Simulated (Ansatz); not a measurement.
From the elastic tensor of BN at 11 GPa (stress–strain coefficients) to moduli and sound speeds

The calculation used Ansatz 0.2.0, DFT PBE, scalar-relativistic, plane waves, PAW. Cutoff 420 eV, 12×12×6 k-points (Γ-centred), fixed occupations. No spin polarisation.

The structure is hexagonal, space group P6_3mc (No. 186). Conventional cell: a = 2.531 Å, b = 2.531 Å, c = 4.186 Å, α = 90.00°, β = 90.00°, γ = 120.00°. B (site symmetry 3m) is surrounded by 4 N at 1.55 to 1.57 Å. N (site symmetry 3m) has 4 B at 1.55 to 1.57 Å as nearest neighbours.

Relaxed-ion constants (GPa, on the Cartesian axes of the calculation):
C11 = 991.9, C12 = 158.8, C13 = 75.5, C22 = 991.9, C23 = 75.5, C33 = 1097.0, C44 = 342.5, C55 = 342.5, C66 = 416.6 GPa; the others vanish.

Density 3.551 g/cm³; 4 atoms in 23.21 Å³.

The values that follow are for a polycrystal of randomly turned grains, by Hill's mean where one number stands.

With S = C⁻¹: B_V = (C11+C22+C33+2(C12+C13+C23))/9, G_V = (C11+C22+C33−C12−C13−C23+3(C44+C55+C66))/15, 1/B_R = S11+S22+S33+2(S12+S13+S23), 15/G_R = 4(S11+S22+S33−S12−S13−S23)+3(S44+S55+S66); Hill is their mean. Then v_l = √((B+4G/3)/ρ), v_t = √(G/ρ), v_m = [(2/v_t³+1/v_l³)/3]^(−1/3) and Θ = (ħ/k_B)·v_m·(6π²n/V)^(1/3) for n atoms in the volume V; E = 9BG/(3B+G), ν = (3B−2G)/(2(3B+G)) and A^U = 5G_V/G_R + B_V/B_R − 6.

| Item | Value |
| --- | --- |
| Bulk modulus, Voigt / Reuss / Hill | 411.2 / 411.2 / 411.2 GPa |
| Shear modulus, Voigt / Reuss / Hill | 405.0 / 396.4 / 400.7 GPa |
| Young's modulus | 907 GPa |
| Poisson ratio | 0.132 |
| Pugh ratio B/G | 1.03 |
| Universal anisotropy index | 0.11 |
| Longitudinal and transverse sound speeds | 16319 and 10624 m/s |
| Debye temperature from the mean sound speed | 1930 K |

This wurtzite form isn't the usual stable structure of the compound at low pressure.

Cost: 1 run of about 1.6 core-minutes, on AMD EPYC 7R43 (Zen 3) (shared hosts).